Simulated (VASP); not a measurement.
# Nd (Im-3m) in VASP: a series of runs, part 2 of 2

VASP 6.6.1. Earlier steps stand in the parts before.

## Step 3: Single point, PBE, collinear spin, ferromagnetic start

The input, INCAR:

```
SYSTEM = Nd
  ADDGRID = .False.
  ALGO = Normal
  EDIFF = 1E-6
  ENCUT = 460
  GGA = PE
  ISIF = 2
  ISMEAR = -1
  ISPIN = 2
  LASPH = .True.
  LCHARG = .False.
  LMAXMIX = 6
  LORBIT = 11
  LREAL = .False.
  LWAVE = .False.
  MAGMOM = 3
  NBANDS = 16
  NELM = 100
  PREC = Accurate
  SIGMA = 0.4
```

The input, KPOINTS:

```
k-points
0
Gamma
  5 5 5
  0 0 0
```

The input, POSCAR:

```
Nd
1.0
   -2.0754700287      2.0754700287      2.0754700287
    2.0754700287     -2.0754700287      2.0754700287
    2.0754700287      2.0754700287     -2.0754700287
Nd
1
Direct
    0.0000000000      0.0000000000      0.0000000000
```

Potentials or basis: VASP PAW PBE potentials, release 64 (Nd_3), 4f in core.

Run with:

```sh
cat potpaw_PBE.64/Nd_3/POTCAR > POTCAR
mpirun -np 1 vasp_std > vasp.out
```

OUTCAR:

```text
SYSTEM = Nd
   EDIFF = 1E-6
   ENCUT = 460
   GGA = PE
   ISIF = 2
   ISMEAR = -1
   ISPIN = 2
   LASPH = .True.
   LORBIT = 11
   LREAL = .False.
   NELM = 100
   PREC = Accurate

 Found     10 irreducible k-points:

 Following reciprocal coordinates:
            Coordinates               Weight
  0.000000  0.000000  0.000000      1.000000
  0.200000  0.000000  0.000000     12.000000
  0.400000  0.000000  0.000000     12.000000
  0.200000  0.200000  0.000000     24.000000
  0.400000  0.200000  0.000000     24.000000
  0.200000  0.200000  0.200000      8.000000
   k-points           NKPTS =     10   k-points in BZ     NKDIM =     10   number of bands    NBANDS=     16
   number of dos      NEDOS =    301   number of ions     NIONS =      1
   total plane-waves  NPLWV =  21952
   dimension x,y,z NGX =    28 NGY =   28 NGZ =   28
   dimension x,y,z NGXF=    56 NGYF=   56 NGZF=   56
   ions per type =               1
   NGX,Y,Z   is equivalent  to a cutoff of  12.95, 12.95, 12.95 a.u.
   NGXF,Y,Z  is equivalent  to a cutoff of  25.90, 25.90, 25.90 a.u.
 SYSTEM =  Nd
   PREC   = accura    normal or accurate (medium, high low for compatibility)
   ISTART =      0    job   : 0-new  1-cont  2-samecut
   ICHARG =      2    charge: 1-file 2-atom 10-const
   ISPIN  =      2    spin polarized calculation?
   LNONCOLLINEAR =      F non collinear calculations
[... 166 lines left out ...]
      6       3.2450      0.52108
[... 8 lines left out ...]
     15      19.7805      0.00000
     16      20.9424      0.00000

 [... further k-points ...]

 spin component 2

 k-point     1 :       0.0000    0.0000    0.0000
  band No.  band energies     occupation
      1     -34.6241      1.00000
      2     -15.2605      1.00000
      3     -15.2605      1.00000
      4     -15.2605      1.00000
      5      -0.6069      0.99994
      6       4.7892      0.02240
[... 91 lines left out ...]
      3     -15.5982      1.00000
      4     -15.5982      1.00000
      5       3.2452      0.52096
      6       3.2452      0.52096
[... 8 lines left out ...]
     15      19.7806      0.00000
     16      20.9426      0.00000

 [... further k-points ...]
[... 5 lines left out ...]
  --------------------------------------------------------------------------------------
  -------------------------------------------------------------------------------------
  Total        0.3860053      0.3860053      0.3860053     -0.0000000     -0.0000000     -0.0000000
  in kB       17.2939600     17.2939600     17.2939600     -0.0000000     -0.0000000     -0.0000000
  external PRESSURE =      17.2939600 kB  Pullay stress =       0.0000000 kB

 VOLUME and BASIS-vectors are now :
 -----------------------------------------------------------------------------
  energy-cutoff  :      460.00
  volume of cell :       35.76
      direct lattice vectors                 reciprocal lattice vectors
    -2.075470029  2.075470029  2.075470029     0.000000000  0.240909285  0.240909285
     2.075470029 -2.075470029  2.075470029     0.240909285  0.000000000  0.240909285
     2.075470029  2.075470029 -2.075470029     0.240909285  0.240909285  0.000000000

 POSITION                                       TOTAL-FORCE (eV/Angst)
 -----------------------------------------------------------------------------------
      0.00000      0.00000      0.00000         0.000000      0.000000      0.000000
 -----------------------------------------------------------------------------------
    total drift:                               -0.000000     -0.000000     -0.000000

  FREE ENERGIE OF THE ION-ELECTRON SYSTEM (eV)
  ---------------------------------------------------
  free  energy   TOTEN  =        -5.0621294010 eV

  energy  without entropy=       -4.1935292675  energy(sigma->0) =       -4.62782933

 total charge

# of ion       s       p       d       tot
------------------------------------------
    1        2.149   5.779   0.961   8.888

 magnetization (x)

# of ion       s       p       d       tot
------------------------------------------
    1       -0.000   0.000   0.000   0.000
```

OSZICAR:

```text
N       E                     dE             d eps       ncg     rms          rms(c)
DAV:   1     0.675001597950E+02    0.67500E+02   -0.47429E+03   640   0.578E+02
DAV:   2    -0.253597515321E+01   -0.70036E+02   -0.67393E+02   848   0.164E+02
DAV:   3    -0.417664504908E+01   -0.16407E+01   -0.16305E+01   784   0.224E+01
DAV:   4    -0.419861823538E+01   -0.21973E-01   -0.21962E-01   824   0.245E+00
DAV:   5    -0.419907425493E+01   -0.45602E-03   -0.45602E-03   752   0.274E-01    0.927E+00
DAV:   6    -0.501745098919E+01   -0.81838E+00   -0.22803E-01   736   0.307E+00    0.313E+00
DAV:   7    -0.506380164865E+01   -0.46351E-01   -0.75343E-02   768   0.178E+00    0.136E+00
DAV:   8    -0.506641380284E+01   -0.26122E-02   -0.40004E-02   800   0.112E+00    0.429E-01
DAV:   9    -0.506231262386E+01    0.41012E-02   -0.37117E-03   952   0.303E-01    0.131E-01
DAV:  10    -0.506212426298E+01    0.18836E-03   -0.40516E-04   712   0.131E-01    0.603E-02
DAV:  11    -0.506213251870E+01   -0.82557E-05   -0.80259E-05   936   0.546E-02    0.201E-02
DAV:  12    -0.506212755188E+01    0.49668E-05   -0.84987E-06   856   0.169E-02    0.781E-03
DAV:  13    -0.506212943936E+01   -0.18875E-05   -0.10463E-06   752   0.626E-03    0.287E-03
DAV:  14    -0.506212940105E+01    0.38315E-07   -0.33595E-07   400   0.354E-03
   1 F= -.50621294E+01 E0= -.46278293E+01  d E =-.868600E+00  mag=    -0.0001
```

stdout:

```text
POSCAR found type information on POSCAR Nd
 POSCAR found :  1 types and       1 ions
 scaLAPACK will be used
 LDA part: xc-table for (Slater+PW92), standard interpolation
 POSCAR, INCAR and KPOINTS ok, starting setup
 FFT: planning ... GRIDC
 FFT: planning ... GRID_SOFT
 FFT: planning ... GRID
 WAVECAR not read
 entering main loop
```

Wall time 16 s (1 thread of Intel Xeon Platinum 8488C (Sapphire Rapids), shared host); peak memory 0.17 GiB.

These settings aren't checked as converged: the numbers below hold their error.

Results:

* Free energy: -5.0621 eV
* Pressure: 1.7 GPa
* Band gap on the k mesh: none (metal or under the smearing width)
* Net moment: 0.00 μB per cell
* Valence electrons inside the program's atomic spheres: Nd 8.89

Caveat: the k mesh is coarse (spacing up to 0.43 Å⁻¹), so the values aren't converged; the magnetic or orbital state may not be the lowest; spin-orbit coupling is left out, which moves the levels of the heavy elements; the 4f electrons are frozen in the core as for a trivalent ion, so they carry no moment and show no levels.

## Step 4: Single point, PBE, collinear spin, ferromagnetic start

Changes to INCAR since step 3:

```diff
@@ -19,2 +19,2 @@
   PREC = Accurate
-  SIGMA = 0.4
+  SIGMA = 0.2
```

KPOINTS is that of step 3.

POSCAR is that of step 3.

Run with:

```sh
cat potpaw_PBE.64/Nd_3/POTCAR > POTCAR
mpirun -np 1 vasp_std > vasp.out
```

Run time: 19 s. Hardware: 1 thread of Intel Xeon Platinum 8488C (Sapphire Rapids), shared host; peak memory 0.17 GiB.

These settings aren't checked as converged: the numbers below hold their error.

Results:

```
Free energy                                           : -4.7068 eV
Pressure                                              : 0.8 GPa
Band gap on the k mesh                                : none (metal or under the smearing width)
Net moment                                            : 0.00 μB per cell
Valence electrons inside the program's atomic spheres : Nd 8.88
```

Caveat: the k mesh is coarse (spacing up to 0.43 Å⁻¹), so the values aren't converged; the magnetic or orbital state may not be the lowest; spin-orbit coupling is left out, which moves the levels of the heavy elements; the 4f electrons are frozen in the core as for a trivalent ion, so they carry no moment and show no levels.

## Step 5: Single point, PBE, collinear spin, ferromagnetic start

Changes to INCAR since step 4:

```diff
@@ -19,2 +19,2 @@
   PREC = Accurate
-  SIGMA = 0.2
+  SIGMA = 0.05
```

KPOINTS is that of step 4.

POSCAR is that of step 4.

Run with:

```sh
cat potpaw_PBE.64/Nd_3/POTCAR > POTCAR
mpirun -np 1 vasp_std > vasp.out
```

Wall time 14 s (1 thread of Intel Xeon Platinum 8488C (Sapphire Rapids), shared host); peak memory 0.17 GiB.

The run converged, but some of its settings lie outside the range that counts as converged, so its numbers aren't taken as properties of the crystal.

Results:

| Quantity | Value |
| --- | --- |
| Free energy | -4.5737 eV |
| Pressure | 0.5 GPa |
| Band gap on the k mesh | none (metal or under the smearing width) |
| Net moment | 0.84 μB per cell |
| Site moments | Nd +0.39 μB |
| Valence electrons inside the program's atomic spheres | Nd 8.88 |

Caveat: the k mesh is coarse (spacing up to 0.43 Å⁻¹), so the values aren't converged; the magnetic or orbital state may not be the lowest; spin-orbit coupling is left out, which moves the levels of the heavy elements; the 4f electrons are frozen in the core as for a trivalent ion, so they carry no moment and show no levels.

## Step 6: For comparison

An earlier run on the cell as given: functional PBE; potentials or basis VASP PAW PBE potentials, release 64 (Nd); cutoff 520 eV; k mesh 9 × 9 × 9; occupations fermi-dirac, width 0.05 eV; collinear spin, ferromagnetic start; starting moments [3.0] μB.

* Pressure: -0.1 GPa
* Band gap on the k mesh: none (metal or under the smearing width)
* Net moment: 4.08 μB per cell
* Site moments: Nd +3.37 μB
* Valence electrons inside the program's atomic spheres: Nd 11.23
